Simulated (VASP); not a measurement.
# VASP 6.6.1 run: SnO₂

INCAR

```
EDIFF = 1E-7
METAGGA = R2SCAN
IBRION = -1
LASPH = .TRUE.
ENCUT = 350
ISIF = 2
LREAL = .FALSE.
ALGO = Normal
NBANDS = 20
LWAVE = .FALSE.
LCHARG = .FALSE.
SIGMA = 0.01
ISMEAR = 0
PREC = Accurate
NSW = 0
NELM = 120
```

KPOINTS

```
KPOINTS created by Atomic Simulation Environment
0
Gamma
8 8 8
0 0 0
```

POSCAR

```
Sn O
 1.0000000000000000
     0.0000000000000000    2.5334669720086236    2.5334669720086236
     2.5334669720086236    0.0000000000000000    2.5334669720086236
     2.5334669720086236    2.5334669720086236    0.0000000000000000
 Sn  O
   1   2
Cartesian
 -0.0000000000000000  0.0000000000000000  0.0000000000000000
  1.2667334860043118  1.2667334860043118  1.2667334860043118
  3.8002004580129354  3.8002004580129354  3.8002004580129354
```

The recommended PBE PAW datasets give the neutral cell 26 valence electrons.

Command

```
mpirun -np 1 vasp_std
```

Problem. Predict the outcome of this run.

Solution. It converged. Results: gap between bands v and c on the k mesh 0.85 eV; least direct gap on the k mesh 2.32 eV; pressure -16.6 GPa. Band v is the last that the valence electrons fill when counted band by band, and c is the next.

OSZICAR

```
N       E                     dE             d eps       ncg     rms          rms(c)
DAV:   1     0.152842421580E+03    0.15284E+03   -0.11008E+04  1324   0.165E+03
DAV:   2    -0.335218250098E+02   -0.18636E+03   -0.17757E+03  1212   0.406E+02
DAV:   3    -0.506232635808E+02   -0.17101E+02   -0.16958E+02  1360   0.112E+02
DAV:   4    -0.509905689803E+02   -0.36731E+00   -0.36714E+00  1312   0.167E+01
DAV:   5    -0.509993667953E+02   -0.87978E-02   -0.87975E-02  1468   0.259E+00    0.103E+01
DAV:   6    -0.415080374363E+02    0.94913E+01   -0.59433E+00  1640   0.568E+01    0.447E+00
DAV:   7    -0.416007978870E+02   -0.92760E-01   -0.11197E+00  1388   0.965E+00    0.244E+00
DAV:   8    -0.416253248365E+02   -0.24527E-01   -0.15215E-01  1700   0.604E+00    0.634E-01
DAV:   9    -0.416142069032E+02    0.11118E-01   -0.52171E-02  1772   0.391E+00    0.130E-01
DAV:  10    -0.416144659583E+02   -0.25906E-03   -0.39721E-03  1268   0.500E-01    0.819E-02
DAV:  11    -0.416145339721E+02   -0.68014E-04   -0.92649E-04  1340   0.280E-01    0.498E-02
DAV:  12    -0.416145058663E+02    0.28106E-04   -0.58786E-05  1480   0.704E-02    0.253E-02
DAV:  13    -0.416144968553E+02    0.90109E-05   -0.54465E-05  1364   0.587E-02    0.119E-03
DAV:  14    -0.416144964108E+02    0.44453E-06   -0.15069E-06  1292   0.106E-02    0.246E-03
DAV:  15    -0.416144962535E+02    0.15729E-06   -0.78379E-08   772   0.376E-03    0.118E-03
DAV:  16    -0.416144962508E+02    0.27030E-08   -0.12385E-07   848   0.371E-03
   1 F= -.41614496E+02 E0= -.41614496E+02  d E =-.145593E-45
```

Standard output (part)

```
POSCAR found type information on POSCAR SnO
 POSCAR found :  2 types and       3 ions
 LDA part: xc-table for (None), standard interpolation
 POSCAR, INCAR and KPOINTS ok, starting setup
 WAVECAR not read
 entering main loop
```

These settings aren't sound, so the numbers aren't properties of the crystal.

On sound settings r²SCAN gives a gap of 0.86 eV on its mesh and a pressure of 1.4 GPa for the intended cell.
